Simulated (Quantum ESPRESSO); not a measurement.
# InP (F-43m) in Quantum ESPRESSO: notebook, part 3 of 5

Quantum ESPRESSO 7.5. The steps go on from the part before.

## (4) Phonons, PBEsol

Input file pw.in:

```
&CONTROL
  calculation = 'scf'
  prefix = 'pwscf'
  outdir = './tmp'
  pseudo_dir = './pseudo'
  tprnfor = .true.
  tstress = .true.
  disk_io = 'low'
/
&SYSTEM
  ibrav = 0
  nat = 2
  ntyp = 2
  ecutwfc = 70
  nbnd = 15
  occupations = 'smearing'
  smearing = 'fd'
  degauss = 0.00367493
/
&ELECTRONS
  conv_thr = 4d-10
  electron_maxstep = 120
  mixing_beta = 0.5
/
ATOMIC_SPECIES
In   114.8180 In.upf
P     30.9738 P.upf
CELL_PARAMETERS angstrom
   0.0000000000    2.9305000000    2.9305000000
   2.9305000000    0.0000000000    2.9305000000
   2.9305000000    2.9305000000    0.0000000000
ATOMIC_POSITIONS crystal
In     0.0000000000    0.0000000000    0.0000000000
P      0.7500000000    0.7500000000    0.7500000000
K_POINTS automatic
4 4 4 1 1 1
```

Input file relax.in:

```
&CONTROL
  calculation = 'vc-relax'
  prefix = 'pwscf'
  outdir = './tmp'
  pseudo_dir = './pseudo'
  tprnfor = .true.
  tstress = .true.
  disk_io = 'low'
  nstep = 40
  forc_conv_thr = 0.0001
  etot_conv_thr = 1d-06
/
&SYSTEM
  ibrav = 0
  nat = 2
  ntyp = 2
  ecutwfc = 70
  nbnd = 15
  occupations = 'smearing'
  smearing = 'fd'
  degauss = 0.00367493
/
&ELECTRONS
  conv_thr = 4d-10
  electron_maxstep = 120
  mixing_beta = 0.5
/
&IONS
  ion_dynamics = 'bfgs'
/
&CELL
  cell_dynamics = 'bfgs'
  press = 0
  press_conv_thr = 0.2
/
ATOMIC_SPECIES
In   114.8180 In.upf
P     30.9738 P.upf
CELL_PARAMETERS angstrom
   0.0000000000    2.9305000000    2.9305000000
   2.9305000000    0.0000000000    2.9305000000
   2.9305000000    2.9305000000    0.0000000000
ATOMIC_POSITIONS crystal
In     0.0000000000    0.0000000000    0.0000000000
P      0.7500000000    0.7500000000    0.7500000000
K_POINTS automatic
4 4 4 1 1 1
```

Input file gamma.in:

```
&CONTROL
  calculation = 'bands'
  prefix = 'pwscf'
  outdir = './tmp'
  pseudo_dir = './pseudo'
  disk_io = 'low'
  verbosity = 'high'
/
&SYSTEM
  ibrav = 0
  nat = 2
  ntyp = 2
  ecutwfc = 70
  nbnd = 15
  occupations = 'smearing'
  smearing = 'fd'
  degauss = 0.00367493
/
&ELECTRONS
  conv_thr = 1d-08
  electron_maxstep = 120
  mixing_beta = 0.5
  diago_full_acc = .true.
/
ATOMIC_SPECIES
In   114.8180 In.upf
P     30.9738 P.upf
CELL_PARAMETERS angstrom
   0.0000000000    2.9406009022    2.9406009022
   2.9406009022    0.0000000000    2.9406009022
   2.9406009022    2.9406009022    0.0000000000
ATOMIC_POSITIONS crystal
In     0.0000000000    0.0000000000    0.0000000000
P      0.7500000000    0.7500000000    0.7500000000
K_POINTS crystal
1
0.0 0.0 0.0 1
```

Input file scf2.in:

```
&CONTROL
  calculation = 'scf'
  prefix = 'pwscf'
  outdir = './tmp'
  pseudo_dir = './pseudo'
  tprnfor = .true.
  tstress = .true.
  disk_io = 'low'
/
&SYSTEM
  ibrav = 0
  nat = 2
  ntyp = 2
  ecutwfc = 70
  nbnd = 15
  occupations = 'fixed'
/
&ELECTRONS
  conv_thr = 1d-13
  electron_maxstep = 120
  mixing_beta = 0.5
  startingpot = 'file'
/
ATOMIC_SPECIES
In   114.8180 In.upf
P     30.9738 P.upf
CELL_PARAMETERS angstrom
   0.0000000000    2.9406009022    2.9406009022
   2.9406009022    0.0000000000    2.9406009022
   2.9406009022    2.9406009022    0.0000000000
ATOMIC_POSITIONS crystal
In     0.0000000000    0.0000000000    0.0000000000
P      0.7500000000    0.7500000000    0.7500000000
K_POINTS automatic
4 4 4 1 1 1
```

Input file ph.in:

```
phonons of InP
&INPUTPH
  prefix = 'pwscf'
  outdir = './tmp'
  tr2_ph = 1d-16
  fildyn = 'dyn'
  niter_ph = 60
  alpha_mix(1) = 0.7
  epsil = True
/
0.0000000000 0.0000000000 0.0000000000
```

Input file dynmat.in:

```
&INPUT
  fildyn = 'dyn'
  asr = 'crystal'
  lperm = .true.
  filout = 'dynmat.disp'
  fileig = 'dynmat.eig'
/
```

Input file dynmat_lo.in:

```
&INPUT
  fildyn = 'dyn'
  asr = 'crystal'
  filout = 'dynmat_lo.disp'
  fileig = 'dynmat_lo.eig'
  q(1) = 0
  q(2) = 0
  q(3) = 1
/
```

Potentials or basis: PseudoDojo 0.4.1 SR PBEsol standard.

The run is started by

```
> OMP_NUM_THREADS=1 pw.x -in pw.in > pw.out
> OMP_NUM_THREADS=1 pw.x -in relax.in > relax.out
> OMP_NUM_THREADS=1 pw.x -in gamma.in > gamma.out
> OMP_NUM_THREADS=1 pw.x -in scf2.in > scf2.out
> OMP_NUM_THREADS=1 ph.x -in ph.in > ph.out
> OMP_NUM_THREADS=1 dynmat.x -in dynmat.in > dynmat.out
> OMP_NUM_THREADS=1 dynmat.x -in dynmat_lo.in > dynmat_lo.out
```

pw.out:

```text
This program is part of the open-source Quantum ESPRESSO suite
     for quantum simulation of materials; please cite
[... 9 lines left out ...]
     --------------------
     sticks:   dense  smooth     PW     G-vecs:    dense   smooth      PW
     Sum        1177    1177    349                26813    26813    4279

     Using Slab Decomposition

     bravais-lattice index     =            0
     lattice parameter (alat)  =       7.8317  a.u.
     unit-cell volume          =     339.6658 (a.u.)^3
     number of atoms/cell      =            2
     number of atomic types    =            2
     number of electrons       =        18.00
     number of Kohn-Sham states=           15
     kinetic-energy cutoff     =      70.0000  Ry
     charge density cutoff     =     280.0000  Ry
     scf convergence threshold =      4.0E-10
     mixing beta               =       0.5000
     number of iterations used =            8  plain     mixing
     Exchange-correlation= PBESOL
                           (   1   4  10   8   0   0   0)

     celldm(1)=   7.831692  celldm(2)=   0.000000  celldm(3)=   0.000000
     celldm(4)=   0.000000  celldm(5)=   0.000000  celldm(6)=   0.000000

     crystal axes: (cart. coord. in units of alat)
               a(1) = (   0.000000   0.707107   0.707107 )
               a(2) = (   0.707107   0.000000   0.707107 )
               a(3) = (   0.707107   0.707107   0.000000 )

     reciprocal axes: (cart. coord. in units 2 pi/alat)
               b(1) = ( -0.707107  0.707107  0.707107 )
               b(2) = (  0.707107 -0.707107  0.707107 )
               b(3) = (  0.707107  0.707107 -0.707107 )

     PseudoPot. # 1 for In read from file:
     In.upf
     Pseudo is Norm-conserving + core correction, Zval = 13.0
     Generated using ONCVPSP code by D. R. Hamann
     Using radial grid of 1940 points,  6 beta functions with:
                l(1) =   0
                l(2) =   0
                l(3) =   1
                l(4) =   1
                l(5) =   2
                l(6) =   2

     PseudoPot. # 2 for P  read from file:
     P.upf
     Pseudo is Norm-conserving + core correction, Zval =  5.0
     Generated using ONCVPSP code by D. R. Hamann
     Using radial grid of 1298 points,  6 beta functions with:
                l(1) =   0
                l(2) =   0
                l(3) =   1
                l(4) =   1
                l(5) =   2
                l(6) =   2

     atomic species   valence    mass     pseudopotential
     In               13.00   114.81800     In( 1.00)
     P                 5.00    30.97380     P ( 1.00)

     24 Sym. Ops. (no inversion) found

   Cartesian axes

     site n.     atom                  positions (alat units)
         1        In     tau(   1) = (   0.0000000   0.0000000   0.0000000  )
         2        P      tau(   2) = (   1.0606602   1.0606602   1.0606602  )

     number of k points=    10  Fermi-Dirac smearing, width (Ry)=  0.0037
                       cart. coord. in units 2pi/alat
        k(    1) = (   0.0883883   0.0883883   0.0883883), wk =   0.0625000
        k(    2) = (   0.2651650   0.2651650  -0.0883883), wk =   0.1875000
        k(    3) = (  -0.2651650  -0.2651650   0.4419417), wk =   0.1875000
        k(    4) = (  -0.0883883  -0.0883883   0.2651650), wk =   0.1875000
        k(    5) = (   0.4419417   0.0883883   0.0883883), wk =   0.1875000
        k(    6) = (  -0.0883883  -0.4419417   0.6187184), wk =   0.3750000
        k(    7) = (   0.0883883  -0.2651650   0.4419417), wk =   0.3750000
        k(    8) = (  -0.6187184   0.0883883   0.0883883), wk =   0.1875000
        k(    9) = (   0.2651650   0.2651650   0.2651650), wk =   0.0625000
        k(   10) = (  -0.2651650  -0.2651650   0.7954951), wk =   0.1875000

     Dense  grid:    26813 G-vectors     FFT dimensions: (  45,  45,  45)

     Initial potential from superposition of free atoms

     starting charge      17.9964, renormalised to      18.0000
     Starting wfcs are   13 randomized atomic wfcs +    2 random wfcs

     Self-consistent Calculation

     iteration #  1     ecut=    70.00 Ry     beta= 0.50
     Davidson diagonalization with overlap
     ethr =  1.00E-02,  avg # of iterations =  5.0

     Threshold (ethr) on eigenvalues was too large:
     Diagonalizing with lowered threshold

     Davidson diagonalization with overlap
     ethr =  5.41E-04,  avg # of iterations =  1.8

     total energy              =    -146.44707870 Ry
     estimated scf accuracy    <       0.09519563 Ry
[... 57 lines left out ...]
     iteration # 10     ecut=    70.00 Ry     beta= 0.50
     Davidson diagonalization with overlap
     ethr =  2.41E-12,  avg # of iterations =  2.1

     End of self-consistent calculation

          k = 0.0884 0.0884 0.0884 (  3374 PWs)   bands (ev):

    -7.1895  -7.1631  -7.1631  -7.0178  -7.0178  -4.3266   5.4641   6.8510
     6.8510   8.6212  11.2024  11.3369  11.3369  15.7709  15.7709

          k = 0.2652 0.2652-0.0884 (  3372 PWs)   bands (ev):

    -7.2567  -7.1374  -7.1345  -7.0208  -7.0092  -3.4686   2.9319   5.2952
     6.4279   9.4769  11.7261  11.9084  12.4762  14.9469  16.6082

          k =-0.2652-0.2652 0.4419 (  3355 PWs)   bands (ev):
[... 16 lines left out ...]
    -7.3208  -7.1077  -7.0802  -7.0406  -6.9998  -2.1745   1.4554   3.8713
     4.7485  10.1250  11.3801  12.7931  14.4453  15.8059  18.0925

          k = 0.0884-0.2652 0.4419 (  3361 PWs)   bands (ev):

    -7.2942  -7.1226  -7.1069  -7.0296  -7.0024  -2.7897   1.9948   4.4488
     5.5683  10.1784  11.1544  12.2409  13.6642  15.5951  17.7800

          k =-0.6187 0.0884 0.0884 (  3351 PWs)   bands (ev):

    -7.3417  -7.0812  -7.0736  -7.0591  -6.9876  -2.2424   1.4643   4.3357
     4.8504   9.0134   9.8910  14.7955  15.3438  16.5389  17.9026

          k = 0.2652 0.2652 0.2652 (  3365 PWs)   bands (ev):
[... 6 lines left out ...]
    -7.3043  -7.1167  -7.1008  -7.0246  -7.0080  -2.4069   1.5322   3.9052
     5.5409   9.6955  11.8838  13.2206  13.7614  15.5642  16.1947

     the Fermi energy is     7.7052 ev

!    total energy              =    -146.46778000 Ry
     estimated scf accuracy    <          6.9E-11 Ry
     smearing contrib. (-TS)   =      -0.00000000 Ry
     internal energy E=F+TS    =    -146.46778000 Ry

     The total energy is F=E-TS. E is the sum of the following terms:
     one-electron contribution =     -49.72178495 Ry
     hartree contribution      =      36.72965829 Ry
     xc contribution           =     -43.75524913 Ry
     ewald contribution        =     -89.72040420 Ry

     convergence has been achieved in  10 iterations

     Forces acting on atoms (cartesian axes, Ry/au):

     atom    1 type  1   force =     0.00000000    0.00000000   -0.00000000
     atom    2 type  2   force =    -0.00000000   -0.00000000   -0.00000000

     Total force =     0.000000     Total SCF correction =     0.000000

     Computing stress (Cartesian axis) and pressure

          total   stress  (Ry/bohr**3)                   (kbar)     P=        7.10
   0.00004823  -0.00000000  -0.00000000            7.10       -0.00       -0.00
  -0.00000000   0.00004823  -0.00000000           -0.00        7.10       -0.00
  -0.00000000  -0.00000000   0.00004823           -0.00       -0.00        7.10

=------------------------------------------------------------------------------=
   JOB DONE.
=------------------------------------------------------------------------------=
```

It took 4.2 min on 1 thread of Arm Neoverse V2, shared host; peak memory 0.09 GiB.

Results:

* Free energy: -1992.7968 eV
* Relaxed volume: 25.43 Å³/atom
* Relaxed cell: a = 4.159 Å, b = 4.159 Å, c = 4.159 Å, α = 60.00°, β = 60.00°, γ = 60.00°
* Space group after relaxing (to 0.05 Å): F-43m (No. 216)
* Pressure after relaxing: 0.0 GPa
* Electronic dielectric tensor (diagonal): 12.20
* Born charges (mean of the diagonal): In +2.54; P -2.63 e
* Highest phonon frequency at Γ, LO-TO splitting left out: 296 cm⁻¹
* Static dielectric tensor (diagonal): 15.22

Step by step:
| step | energy change (eV) | largest force (eV/Å) | pressure (GPa) | volume (Å³) |
| --- | --- | --- | --- | --- |
| 1 | 0.0000 | 0.0000 | 0.71 | 50.33 |
| 2 | -0.0007 | 0.0000 | 0.46 | 50.52 |
| 3 | -0.0011 | 0.0000 | 0.19 | 50.72 |
| 4 | -0.0011 | 0.0000 | 0.00 | 50.85 |
| 5 | -0.0011 | 0.0000 | 0.00 | 50.86 |

Final structure:
```
CELL_PARAMETERS angstrom
0.00000 2.94060 2.94060
2.94060 0.00000 2.94060
2.94060 2.94060 0.00000
ATOMIC_POSITIONS crystal
In 0.00000 0.00000 0.00000
P 0.75000 0.75000 0.75000
```

Phonon frequencies in cm⁻¹ (negative: imaginary):
```
              q point           frequencies
(0.000, 0.000, 0.000)  -5 -5 -5 296 296 296
```

Electronic dielectric tensor:
```
12.20  0.00  0.00
 0.00 12.20  0.00
 0.00  0.00 12.20
```

Born effective charge tensors (e):
atom 1, In
```
2.54 0.00 0.00
0.00 2.54 0.00
0.00 0.00 2.54
```
atom 2, P
```
-2.63  0.00  0.00
 0.00 -2.63  0.00
 0.00  0.00 -2.63
```

Optical modes at Γ, degenerate ones joined, polar ones without the macroscopic field:
| cm⁻¹ | components | symmetry | active in | IR intensity, summed ((D/Å)²/amu) |
| --- | --- | --- | --- | --- |
| 296 | 3 | T2 | IR and Raman | 18.97 |

Zone-centre frequencies without and with the macroscopic field along z (cm⁻¹):
```tsv
	optical modes in rising order
without	296 296 296
with the field	296 296 331
```

Static dielectric tensor, electrons and zone-centre modes:
```
15.22  0.00  0.00
 0.00 15.22  0.00
 0.00  0.00 15.22
```

Caveat: the mesh is thin for the dielectric tensor, Born charges and intensities, which usually come out too large; the Born charges break their sum rule by 0.09 e, a sign of too thin a mesh.

[end of part 3 of 5]
